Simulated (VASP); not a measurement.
# KF (Carobbiite) (Fm-3m) in VASP: a series of runs

The runs below take KF (Carobbiite) through optical spectrum, elastic constants, phonons, with PBE, LDA.

All numbers are computed with VASP 6.6.1; they aren't measurements. Logs are shortened: lines on timing, memory, paths and dates and some standing lists are left out, and cuts for length are marked.

## 1. The structure

Symmetry: Fm-3m, No. 225, cubic system. Conventional cell: a = 5.310 Å, b = 5.310 Å, c = 5.310 Å, α = 90.00°, β = 90.00°, γ = 90.00°. K (site symmetry m-3m) has 6 F at 2.65 Å as nearest neighbours. Around F (site symmetry m-3m) lie 6 K at 2.65 Å.

## 2. Optical spectrum, PBE

Contents of INCAR:

```
PREC = Accurate
ENCUT = 520
EDIFF = 1E-7
ISMEAR = 0
SIGMA = 0.03
LREAL = F
LASPH = T
NELM = 80
ALGO = Normal
ISIF = 2
LWAVE = F
LCHARG = F
GGA = PE
LOPTICS = T
NBANDS = 56
NEDOS = 2000
CSHIFT = 0.1
```

Contents of KPOINTS:

```
Automatic mesh
0
Gamma
  10 10 10
```

Contents of POSCAR:

```
KF                                      
1.0
   -0.0000000000      2.6549699318      2.6549699318
    2.6549699318      0.0000000000      2.6549699318
    2.6549699318      2.6549699318      0.0000000000
  K               F             
     1     1
Direct
     0.0000000000000000    0.0000000000000000    1.0000000000000000
     0.5000000000000000    0.5000000000000000    0.5000000000000000
```

Potentials or basis: VASP PAW PBE potentials, release 64 (K_sv, F).

The run is started by

```
cat potpaw_PBE.64/K_sv/POTCAR potpaw_PBE.64/F/POTCAR > POTCAR
mpirun -np 1 vasp_std > vasp.out
```

OUTCAR:

```text
PREC = Accurate
   ENCUT = 520
   EDIFF = 1E-7
   ISMEAR = 0
   LREAL = F
   LASPH = T
   NELM = 80
   ISIF = 2
   GGA = PE

 ion  position               nearest neighbor table
   1  0.000  0.000  0.000-   2 2.65   2 2.65   2 2.65   2 2.65   2 2.65   2 2.65
   2  0.500  0.500  0.500-   1 2.65   1 2.65   1 2.65   1 2.65   1 2.65   1 2.65

  LATTYP: Found a face centered cubic cell.
 ALAT       =     5.3099398636

  Lattice vectors:

 A1 = (   0.0000000000,   2.6549699318,   2.6549699318)
 A2 = (   2.6549699318,   0.0000000000,   2.6549699318)
 A3 = (   2.6549699318,   2.6549699318,   0.0000000000)

Analysis of symmetry for initial positions (statically):
=====================================================================
 Subroutine PRICEL returns:
 Original cell was already a primitive cell.

 Routine SETGRP: Setting up the symmetry group for a
 face centered cubic supercell.

 Subroutine GETGRP returns: Found 48 space group operations
 (whereof 48 operations were pure point group operations)
 out of a pool of 48 trial point group operations.

The static configuration has the point symmetry O_h .

Analysis of symmetry for dynamics (positions and initial velocities):
=====================================================================
 Subroutine PRICEL returns:
 Original cell was already a primitive cell.

 Routine SETGRP: Setting up the symmetry group for a
 face centered cubic supercell.

 Subroutine GETGRP returns: Found 48 space group operations
 (whereof 48 operations were pure point group operations)
 out of a pool of 48 trial point group operations.

The dynamic configuration has the point symmetry O_h .

 Subroutine INISYM returns: Found 48 space group operations
 (whereof 48 operations are pure point group operations),
 and found     1 'primitive' translations

----------------------------------------------------------------------------------------

                                     Primitive cell

  volume of cell :      37.4291

  direct lattice vectors                    reciprocal lattice vectors
     0.000000000  2.654969932  2.654969932    -0.188326050  0.188326050  0.188326050
     2.654969932  0.000000000  2.654969932     0.188326050 -0.188326050  0.188326050
     2.654969932  2.654969932  0.000000000     0.188326050  0.188326050 -0.188326050

  length of vectors
     3.754694485  3.754694485  3.754694485     0.326190287  0.326190287  0.326190287

  position of ions in fractional coordinates (direct lattice)
     0.000000000  0.000000000  0.000000000
     0.500000000  0.500000000  0.500000000

  ion indices of the primitive-cell ions
   primitive index   ion index
                 1           1
                 2           2

----------------------------------------------------------------------------------------

 KPOINTS: Automatic mesh

Automatic generation of k-mesh.
 Grid dimensions read from file:
 generate k-points for:   10   10   10

 Generating k-lattice:

  Cartesian coordinates                     Fractional coordinates (reciprocal lattice)
    -0.018832605  0.018832605  0.018832605     0.100000000  0.000000000  0.000000000
     0.018832605 -0.018832605  0.018832605     0.000000000  0.100000000  0.000000000
     0.018832605  0.018832605 -0.018832605     0.000000000  0.000000000  0.100000000

  Length of vectors
     0.032619029  0.032619029  0.032619029
[... 73 lines left out ...]
     AMIX     =   0.40;   BMIX     =  1.00
     AMIX_MAG =   1.60;   BMIX_MAG =  1.00
  volume/ion in A,a.u.               =      18.71       126.29
  Fermi-wavevector in a.u.,A,eV,Ry     =   1.233233  2.330473 20.692614  1.520864
  Thomas-Fermi vector in A             =   2.367972
   LORBIT       =      0    0 simple, 1 ext, 2 COOP (PROOUT), +10 PAW based schemes
   GGA     = PE    functional components
   LHFCALC =     F    Hartree Fock is set to
   AEXX    =    0.0000 exact exchange contribution
   IVDW    =     0    specifies the selected vdW correction
   LEPSILON=     F    determine dielectric tensor
   LRPA    =     F    only Hartree local field effects (RPA)
 non-spin polarized calculation
 Gauss-broadening in eV      SIGMA  =   0.03
  energy-cutoff  :      520.00
  volume of cell :       37.43
 maximum number of plane-waves:      1025
   NGX = 13   NGY = 13   NGZ = 13

 number of electron      16.0000012 magnetization

 Free energy of the ion-electron system (eV)
  ---------------------------------------------------
  ext. energy  EPLUGINS =         0.00000000
  ---------------------------------------------------
  free energy    TOTEN  =        -8.28125672 eV

  energy without entropy =       -8.28125672  energy(sigma->0) =       -8.28125672

 E-fermi :  -2.5876     XC(G=0):  -8.4904

 val. band max:       -2.7528085732   @ k =   0.0000   0.0000   0.0000
 cond. band min:       3.5136646036   @ k =   0.0000   0.0000   0.0000
 fundamental gap:      6.2664731768
 Fermi energy:        -2.5876209469

 k-point     1 :       0.0000    0.0000    0.0000
  band No.  band energies     occupation
      1     -28.8383      2.00000
      2     -21.4192      2.00000
      3     -12.0743      2.00000
      4     -12.0743      2.00000
      5     -12.0743      2.00000
      6      -2.7528      2.00000
[... 541 lines left out ...]
     19      22.4655      0.00000
     20      22.8822      0.00000

 [... further k-points ...]

 [bands above 20 left out]

------------------------ aborting loop because EDIFF is reached ----------------------------------------

  FORCE on cell =-STRESS in cart. coord.  units (eV):
  Direction    XX          YY          ZZ          XY          YZ          ZX
  --------------------------------------------------------------------------------------
  -------------------------------------------------------------------------------------
  Total        0.5011492      0.5011492      0.5011492      0.0000000      0.0000000     -0.0000000
  in kB       21.4520509     21.4520509     21.4520509      0.0000000      0.0000000     -0.0000000
  external PRESSURE =      21.4520509 kB  Pullay stress =       0.0000000 kB

 VOLUME and BASIS-vectors are now :
 -----------------------------------------------------------------------------
  energy-cutoff  :      520.00
  volume of cell :       37.43
      direct lattice vectors                 reciprocal lattice vectors
     0.000000000  2.654969932  2.654969932    -0.188326050  0.188326050  0.188326050
     2.654969932  0.000000000  2.654969932     0.188326050 -0.188326050  0.188326050
     2.654969932  2.654969932  0.000000000     0.188326050  0.188326050 -0.188326050

 POSITION                                       TOTAL-FORCE (eV/Angst)
 -----------------------------------------------------------------------------------
      0.00000      0.00000      0.00000         0.000000     -0.000000     -0.000000
      2.65497      2.65497      2.65497        -0.000000      0.000000      0.000000
 -----------------------------------------------------------------------------------
    total drift:                                0.000000      0.000000      0.000000

  FREE ENERGIE OF THE ION-ELECTRON SYSTEM (eV)
  ---------------------------------------------------
  free  energy   TOTEN  =        -8.2812567184 eV

  energy  without entropy=       -8.2812567184  energy(sigma->0) =       -8.28125672

 electrical conductivity sigma (Mega S m-1) (frequency dependency in vasprun.xml)
  --------------------------------------------------------------------------------------
       0.000      -0.000       0.000
      -0.000       0.000      -0.000
       0.000      -0.000       0.000

  frequency dependent IMAGINARY DIELECTRIC FUNCTION (independent particle, no local field effects) density-density
     E(ev)      X         Y         Z        XY        YZ        ZX
  --------------------------------------------------------------------------------------------------------------
     0.00000     0.00000     0.00000     0.00000     0.00000     0.00000     0.00000
     1.13377     0.00148     0.00148     0.00148    -0.00000    -0.00000     0.00000
     2.26753     0.00322     0.00322     0.00322    -0.00000    -0.00000     0.00000
     3.40130     0.00566     0.00566     0.00566    -0.00000    -0.00000    -0.00000
     4.53506     0.00998     0.00998     0.00998    -0.00000    -0.00000    -0.00000
     5.66883     0.02320     0.02320     0.02320    -0.00000     0.00000     0.00000
[... 92 lines left out ...]
   111.10898     0.00008     0.00008     0.00008    -0.00000    -0.00000     0.00000
   112.24275     0.00007     0.00007     0.00007    -0.00000    -0.00000     0.00000

  frequency dependent      REAL DIELECTRIC FUNCTION (independent particle, no local field effects) density-density
     E(ev)        X           Y           Z          XY          YZ          ZX
  --------------------------------------------------------------------------------------------------------------
     0.00000     2.10868     2.10868     2.10868    -0.00000    -0.00000    -0.00000
     1.13377     2.11697     2.11697     2.11697    -0.00000    -0.00000    -0.00000
     2.26753     2.14323     2.14323     2.14323    -0.00000    -0.00000    -0.00000
     3.40130     2.19254     2.19254     2.19254    -0.00000    -0.00000    -0.00000
     4.53506     2.27814     2.27814     2.27814    -0.00000    -0.00000    -0.00000
     5.66883     2.44635     2.44635     2.44635    -0.00000    -0.00000    -0.00000
[... 92 lines left out ...]
   111.10898     0.96207     0.96207     0.96207    -0.00000     0.00000    -0.00000
   112.24275     0.96292     0.96292     0.96292    -0.00000     0.00000    -0.00000

  frequency dependent IMAGINARY DIELECTRIC FUNCTION (independent particle, no local field effects) current-current
     E(ev)      X         Y         Z        XY        YZ        ZX
  --------------------------------------------------------------------------------------------------------------
     0.00000     3.91153     3.91153     3.91153     0.00000     0.00000     0.00000
     1.13377     0.19851     0.19851     0.19851     0.00000     0.00000     0.00000
     2.26753     0.10405     0.10405     0.10405     0.00000     0.00000     0.00000
     3.40130     0.07578     0.07578     0.07578     0.00000     0.00000    -0.00000
     4.53506     0.06634     0.06634     0.06634     0.00000     0.00000    -0.00000
     5.66883     0.07424     0.07424     0.07424     0.00000     0.00000    -0.00000
[... 92 lines left out ...]
   111.10898     0.00001     0.00001     0.00001    -0.00000    -0.00000    -0.00000
   112.24275     0.00001     0.00001     0.00001    -0.00000    -0.00000    -0.00000

  frequency dependent      REAL DIELECTRIC FUNCTION (independent particle, no local field effects) current-current
     E(ev)        X           Y           Z          XY          YZ          ZX
  --------------------------------------------------------------------------------------------------------------
     0.00000     2.10841     2.10841     2.10841    -0.00000     0.00000     0.00000
     1.13377     2.11668     2.11668     2.11668    -0.00000     0.00000     0.00000
     2.26753     2.14292     2.14292     2.14292     0.00000     0.00000     0.00000
     3.40130     2.19218     2.19218     2.19218     0.00000     0.00000     0.00000
     4.53506     2.27767     2.27767     2.27767     0.00000     0.00000    -0.00000
     5.66883     2.44552     2.44552     2.44552     0.00000     0.00000    -0.00000
[... 92 lines left out ...]
   111.10898     0.96207     0.96207     0.96207     0.00000    -0.00000    -0.00000
   112.24275     0.96293     0.96293     0.96293     0.00000    -0.00000    -0.00000
```

Wall time 100 s (1 thread of Intel Xeon 6975P-C (Granite Rapids), shared host); peak memory 0.23 GiB.

What came out:

| Quantity | Value |
| --- | --- |
| Free energy | -8.2813 eV |
| Pressure | 2.1 GPa |
| Band gap on the k mesh | 6.27 eV, direct |

Dielectric function (mean over the directions given):
```
energy (eV)  real part  imaginary part
       0.28       2.11            0.00
       1.30       2.12            0.00
       2.32       2.15            0.00
       3.34       2.19            0.01
       4.42       2.27            0.01
       5.44       2.40            0.02
       6.46       2.77            0.18
       7.48       2.58            0.44
       8.56       2.79            0.71
       9.58       2.40            1.41
      10.60       1.63            1.43
      11.62       2.07            1.29
      12.70       1.77            0.91
      13.72       1.76            1.18
      14.74       1.70            0.43
      15.76       1.74            0.53
      16.84       1.84            0.53
      17.86       3.02            0.91
      18.88       1.94            2.62
      19.95       0.98            1.26
```

Caveat: spectra need much finer meshes, so this one isn't converged; independent-particle spectra lack excitons.

[end of part 1 of 3]
